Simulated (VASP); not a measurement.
# C (Fd-3m) in VASP: a series of runs, part 2 of 2

VASP 6.6.1. Earlier steps stand in the parts before.

## Step 3: G0W0 quasiparticle levels, PBE

File POSCAR:

```
C
1.0
    0.0000000000      1.7833700000      1.7833700000
    1.7833700000      0.0000000000      1.7833700000
    1.7833700000      1.7833700000      0.0000000000
C
2
Direct
    0.7500000000      0.7500000000      0.7500000000
    0.5000000000      0.5000000000      0.5000000000
```

File INCAR.step1:

```
PREC = Accurate
ENCUT = 520
EDIFF = 1E-8
ISMEAR = 0
SIGMA = 0.01
LREAL = F
LASPH = T
NELM = 100
ALGO = Normal
LWAVE = T
LCHARG = F
GGA = PE
```

File INCAR.step2:

```
PREC = Accurate
ENCUT = 520
EDIFF = 1E-8
ISMEAR = 0
SIGMA = 0.01
LREAL = F
LASPH = T
NELM = 1
ALGO = Exact
LWAVE = T
LCHARG = F
GGA = PE
NBANDS = 31
LOPTICS = T
ISTART = 1
```

File INCAR.step3:

```
PREC = Accurate
ENCUT = 520
EDIFF = 1E-8
ISMEAR = 0
SIGMA = 0.01
LREAL = F
LASPH = T
ALGO = EVGW0
LWAVE = F
LCHARG = F
GGA = PE
NELMGW = 1
NBANDS = 31
ENCUTGW = 150
NOMEGA = 48
PRECFOCK = Fast
ISTART = 1
NBANDSGW = 12
```

File KPOINTS:

```
Automatic mesh
0
Gamma
  3 3 3
```

Potentials or basis: VASP PAW PBE potentials, release 64 (C_GW).

The run is started by

```bash
$ cat potpaw_PBE.64/C_GW/POTCAR > POTCAR
$ cp INCAR.step1 INCAR
$ mpirun -np 1 vasp_std > vasp.out
$ cp INCAR.step2 INCAR
$ mpirun -np 1 vasp_std > vasp.out
$ cp INCAR.step3 INCAR
$ mpirun -np 1 vasp_std > vasp.out
```

OUTCAR:

```text
PREC = Accurate
   ENCUT = 520
   EDIFF = 1E-8
   ISMEAR = 0
   LREAL = F
   LASPH = T
   GGA = PE
   NELMGW = 1
   ENCUTGW = 150
   PRECFOCK = Fast
   ISTART = 1

 Found      4 irreducible k-points:

 Following reciprocal coordinates:
            Coordinates               Weight
  0.000000  0.000000  0.000000      1.000000
  0.333333  0.000000  0.000000      8.000000
  0.333333  0.333333  0.000000      6.000000
 -0.333333  0.333333  0.000000     12.000000
   k-points           NKPTS =      4   k-points in BZ     NKDIM =     27   number of bands    NBANDS=     31
   number of dos      NEDOS =    301   number of ions     NIONS =      2
   total plane-waves  NPLWV =   8000
   dimension x,y,z NGX =    20 NGY =   20 NGZ =   20
   dimension x,y,z NGXF=    40 NGYF=   40 NGZF=   40
   ions per type =               2
   NGX,Y,Z   is equivalent  to a cutoff of  13.18, 13.18, 13.18 a.u.
   NGXF,Y,Z  is equivalent  to a cutoff of  26.37, 26.37, 26.37 a.u.
 SYSTEM =  unknown system
   PREC   = accura    normal or accurate (medium, high low for compatibility)
   ISTART =      1    job   : 0-new  1-cont  2-samecut
   ICHARG =      0    charge: 1-file 2-atom 10-const
   ISPIN  =      1    spin polarized calculation?
   LNONCOLLINEAR =      F non collinear calculations
   LSORBIT =      F    spin-orbit coupling
   LASPH  =      T    aspherical Exc in radial PAW
   ENCUT  =  520.0 eV  38.22 Ry    6.18 a.u.   4.69  4.69  4.69*2*pi/ulx,y,z
   NELM   =     60;   NELMIN=  2; NELMDL=  0     # of ELM steps
   EDIFF  = 0.1E-07   stopping-criterion for ELM
   LREAL  =      F    real-space projection
   EDIFFG = 0.1E-06   stopping-criterion for IOM
   NSW    =      0    number of steps for IOM
   IBRION =     -1    ionic relax: 0-MD 1-quasi-New 2-CG
   NFREE  =      0    steps in history (QN), initial steepest desc. (CG)
   ISIF   =      0    stress and relaxation
   ISYM   =      3    0-nonsym 1-usesym 2-fastsym
   POTIM  = 0.5000    time-step for ionic-motion
   TEBEG  =    0.0;   TEEND  =   0.0 temperature during run
   PSTRESS=    0.0 pullay stress
   NELECT =       8.0000    total number of electrons
   NUPDOWN=      -1.0000    fix difference up-down
   EMIN   =  10.00;   EMAX   =-10.00  energy-range for DOS
   EFERMI =   0.00;   METHOD = LEGACY
   ISMEAR =     0;   SIGMA  =   0.01  broadening in eV -4-tet -1-fermi 0-gaus
   EFERMI_NEDOS =   21; number of points for ismear=-14 and -15
   IALGO  =     38    algorithm
   IMIX   =      4    mixing-type and parameters
     AMIX     =   0.40;   BMIX     =  1.00
     AMIX_MAG =   1.60;   BMIX_MAG =  1.00
  volume/ion in A,a.u.               =       5.67        38.28
  Fermi-wavevector in a.u.,A,eV,Ry     =   1.457203  2.753714 28.891161  2.123440
  Thomas-Fermi vector in A             =   2.574032
   LORBIT       =      0    0 simple, 1 ext, 2 COOP (PROOUT), +10 PAW based schemes
   GGA     = PE    functional components
   LHFCALC =     T    Hartree Fock is set to
   PRECFOCK=fast      Normal, Fast or Accurate (Low or Medium for compatibility)
   ENCUT4O =  -1.0   cutoff for four orbital integrals eV
   NKREDX  =     1    reduce k-point grid by
   NKREDY  =     1    reduce k-point grid by
   NKREDZ  =     1    reduce k-point grid by
   AEXX    =    1.0000 exact exchange contribution
   HFSCREEN=    0.0000 screening length (either q_TF or 0.3 A-1)
   HFSCREENC=   0.0000 screening length for correlation (either q_TF or 0.3 A-1)
   ENCUTFOCK=  -1.0 apply spherical cutoff to Coloumb kernel
   IVDW    =     0    specifies the selected vdW correction
   LEPSILON=     F    determine dielectric tensor
   LRPA    =     F    only Hartree local field effects (RPA)
   LRPAFORCE           =     F    calculate RPA forces
   ENCUTGW             = 150.0    cutoff for response function in eV
   ENCUTGWSOFT         = 120.0    soft cutoff for Coulomb kernel in GW response function in eV
   ENCUTLF             =  -1.0    cutoff for local field effects
   NELMGW              =     1    number of iterations in solving QP/BSE equation
   NELMHF              =     1    number of iterations in the inner HF iteration
   NKREDLFX            =     1    NKREDLFY  =   1   NKREDLFZ  =   1
 non-spin polarized calculation
 Gauss-broadening in eV      SIGMA  =   0.01
  energy-cutoff  :      520.00
  volume of cell :       11.34
 maximum number of plane-waves:       310
 NGX is ok and might be reduce to    20
  NGX = 12; NGY = 12; NGZ = 12
   NGX =  9   NGY =  9   NGZ =  9
 maximum number of plane-waves:        59

 QP shifts <psi_nk| G(iteration)W_0 |psi_nk>: iteration 1
 for sc-GW calculations column KS-energies equals QP-energies in previous step
 and V_xc(KS)=  KS-energies - (<T + V_ion + V_H > + <T+V_H+V_ion>^1  + <V_x>^1)

 k-point   1 :       0.0000    0.0000    0.0000
  band No.  KS-energies  QP-energies   sigma(KS)   V_xc(KS)     V^pw_x(r,r')   Z            occupation Imag(sigma)

      1     -11.6487     -13.1037     -16.6991     -14.7547     -25.3454       0.7483       2.0000       1.4676
      2       9.8669       9.5550     -17.1955     -16.8146     -19.9915       0.8188       2.0000       0.1022
      3       9.8669       9.5550     -17.1955     -16.8146     -19.9915       0.8188       2.0000       0.1022
      4       9.8669       9.5550     -17.1955     -16.8146     -19.9915       0.8188       2.0000       0.1022
      5      15.4326      16.7130     -13.9287     -15.5086      -8.7994       0.8104       0.0000      -0.1328
      6      15.4326      16.7130     -13.9287     -15.5086      -8.7994       0.8104       0.0000      -0.1328
      7      15.4326      16.7130     -13.9287     -15.5086      -8.7994       0.8104       0.0000      -0.1328
      8      23.1895      24.3930     -14.8033     -16.3647      -7.5042       0.7708       0.0000      -0.3368
      9      29.1215      29.5450     -11.2542     -11.7762      -4.2086       0.8112       0.0000      -0.4514
     10      36.3294      37.6243     -12.2951     -13.8645      -5.7994       0.8251       0.0000      -0.5640
     11      36.3294      37.6243     -12.2951     -13.8645      -5.7994       0.8251       0.0000      -0.5640
     12      37.3209      37.9756     -10.6346     -11.4363      -3.1755       0.8166       0.0000      -1.0341
[... 36 lines left out ...]
      1      -4.2162      -5.4490     -17.2356     -15.6598     -23.8875       0.7823       2.0000       0.6630
      2      -1.0978      -2.1540     -17.0187     -15.6665     -22.6154       0.7811       2.0000       0.3894
      3       0.4524      -0.4534     -15.8728     -14.7301     -20.4136       0.7927       2.0000       0.2501
      4       5.1624       4.5294     -16.7988     -16.0149     -20.5475       0.8074       2.0000       0.1489
      5      16.1731      17.0180     -12.8019     -13.8323      -7.4413       0.8199       0.0000      -0.1413
      6      22.7814      24.4315     -14.1587     -16.2621      -7.3042       0.7845       0.0000      -0.2881
      7      23.3938      24.8560     -13.9319     -15.8014      -6.9705       0.7821       0.0000      -0.3008
      8      24.8604      26.3888     -14.2971     -16.2676      -6.8376       0.7757       0.0000      -0.3807
      9      26.7810      27.7961     -12.5214     -13.7671      -6.2303       0.8149       0.0000      -0.2988
     10      33.5156      34.5517     -11.6716     -12.9231      -5.2107       0.8278       0.0000      -0.5224
     11      34.6964      36.1553     -13.2819     -15.1732      -4.6953       0.7714       0.0000      -0.8252
     12      43.6165      44.4339     -11.0185     -12.0214      -3.2054       0.8151       0.0000      -1.2161
```

Run time: 4.5 s. Hardware: 1 thread of AMD EPYC 9R45 (Zen 5), shared host; peak memory 0.09 GiB.

These settings aren't checked as converged: the numbers below hold their error.

Results:

```
Band gap on the k mesh, mean-field level : 4.11 eV, indirect (least direct gap 5.57 eV)
Quasiparticle gap                        : 5.24 eV
Least direct quasiparticle gap           : 7.16 eV
```

Caveat: the k mesh is coarse (spacing up to 1.02 Å⁻¹), so the values aren't converged; bands, screening cutoff and mesh are small and nothing is extrapolated, so the quasiparticle values aren't converged; an odd mesh through Γ misses points on the zone boundary, where band edges often lie.

## Step 4: The reference run

An earlier run on the cell as given: functional PBE; potentials or basis VASP PAW PBE potentials, release 64 (C); cutoff 520 eV; k mesh 13 × 13 × 13; occupations fermi-dirac, width 0.05 eV; no spin polarisation.

* Pressure: 2.5 GPa
* Band gap on the k mesh: 4.14 eV, indirect (least direct gap 5.59 eV)
